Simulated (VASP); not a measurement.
Computed with LDA (Ceperley-Alder, Perdew-Zunger), VASP's LDA PAW potentials (set 64) (plane waves; VASP).

A VASP calculation is set up with these files.

KPOINTS:
```
k-points along high-symmetry lines
15
Line-mode
Reciprocal
  0.000000   0.000000   0.000000 ! GAMMA
  0.000000   0.500000   0.000000 ! X

  0.000000   0.500000   0.000000 ! X
  0.500000   0.500000   0.000000 ! M

  0.500000   0.500000   0.000000 ! M
  0.000000   0.000000   0.000000 ! GAMMA

  0.000000   0.000000   0.000000 ! GAMMA
  0.500000   0.500000   0.500000 ! R

  0.500000   0.500000   0.500000 ! R
  0.000000   0.500000   0.000000 ! X

  0.500000   0.500000   0.500000 ! R
  0.500000   0.500000   0.000000 ! M
```

### POSCAR
```
CsPbI3
1
    6.1529397575     0.0000000000     0.0000000000
    0.0000000000     6.1529397575     0.0000000000
    0.0000000000     0.0000000000     6.1529397575
Cs Pb I
1 1 3
Direct
  0.0000000000   0.0000000000   0.0000000000
  0.5000000000   0.5000000000   0.5000000000
  0.5000000000   0.0000000000   0.5000000000
  0.0000000000   0.5000000000   0.5000000000
  0.5000000000   0.5000000000   0.0000000000
```

**INCAR**
```
SYSTEM  =  CsPbI3
PREC  =  Accurate; ENCUT  =  520; LREAL  =  F
LASPH  =  T; ICHARG  =  11
EDIFF  =  1E-7; NELM  =  100; ALGO  =  Normal
LMAXMIX  =  4
ISMEAR  =  0; SIGMA  =  0.05
LWAVE  =  F; LCHARG  =  F; LORBIT  =  11
```

POTCAR, in this order: Cs_sv Pb_d I (LDA.64 set). Program: vasp_std. Read from the step before: CHGCAR.

The run wrote:

**OSZICAR**
```
       N       E                     dE             d eps       ncg     rms          rms(c)
DAV:   1     0.368379695490E+03    0.36838E+03   -0.18076E+04  4680   0.146E+03
DAV:   2     0.267126679722E+02   -0.34167E+03   -0.33500E+03  5764   0.312E+02
DAV:   3    -0.135257651621E+02   -0.40238E+02   -0.39549E+02  5808   0.116E+02
DAV:   4    -0.152280347694E+02   -0.17023E+01   -0.16985E+01  6546   0.302E+01
DAV:   5    -0.152731661509E+02   -0.45131E-01   -0.45114E-01  6122   0.383E+00
DAV:   6    -0.152751355046E+02   -0.19694E-02   -0.19693E-02  6982   0.744E-01
DAV:   7    -0.152751626106E+02   -0.27106E-04   -0.27106E-04  6116   0.738E-02
DAV:   8    -0.152751631204E+02   -0.50980E-06   -0.50959E-06  6914   0.121E-02
DAV:   9    -0.152751631287E+02   -0.82214E-08   -0.84536E-08  4398   0.120E-03
   1 F= -.15275163E+02 E0= -.15275163E+02  d E =-.159443E-17
```

**OUTCAR**
```
 val. band max:        2.3717405711   @ k =   0.5000   0.5000   0.5000

 cond. band min:       3.3482078989   @ k =   0.5000   0.5000   0.5000



 k-point     1 :       0.0000    0.0000    0.0000
  band No.  band energies     occupation
      1     -19.2827      2.00000
      2     -14.6012      2.00000
      3     -14.6012      2.00000
      4     -14.4986      2.00000
      5     -14.4986      2.00000
      6     -14.4986      2.00000
      7     -10.6295      2.00000
      8      -9.6157      2.00000
      9      -9.6157      2.00000
     10      -6.0805      2.00000
     11      -6.0805      2.00000
     12      -6.0805      2.00000
     13      -4.7769      2.00000
     14      -1.9357      2.00000
     15      -1.9357      2.00000
     16      -1.9357      2.00000
     17       0.5589      2.00000
     18       0.5589      2.00000
     19       0.5589      2.00000
     20       0.7299      2.00000
     21       0.7299      2.00000
     22       0.7299      2.00000
     23       4.7943      0.00000
     24       5.7607      0.00000
     25       5.7607      0.00000
     26       6.2577      0.00000

 k-point     2 :       0.0000    0.0357    0.0000
  band No.  band energies     occupation
      1     -19.2827      2.00000
      2     -14.6013      2.00000
      3     -14.6010      2.00000
      4     -14.4987      2.00000
      5     -14.4987      2.00000
      6     -14.4986      2.00000
      7     -10.6274      2.00000
      8      -9.6188      2.00000
      9      -9.6156      2.00000
     10      -6.0804      2.00000
     11      -6.0804      2.00000
     12      -6.0802      2.00000
     13      -4.7903      2.00000
     14      -1.9344      2.00000
     15      -1.9344      2.00000
     16      -1.9095      2.00000
     17       0.5562      2.00000
     18       0.5566      2.00000
     19       0.5566      2.00000
     20       0.7267      2.00000
     21       0.7274      2.00000
     22       0.7274      2.00000
     23       4.8090      0.00000
...
```

The density is held fixed in this step, so its total energy and stress have no physical meaning. Unless said otherwise, spin-orbit coupling is left out, though it shifts the bands of the heavy elements here.

The compound is CsPbI3 in the cubic perovskite structure, the ideal cubic form; the compound distorts at low or room temperature. It was relaxed first, which changed the volume by -6 %.
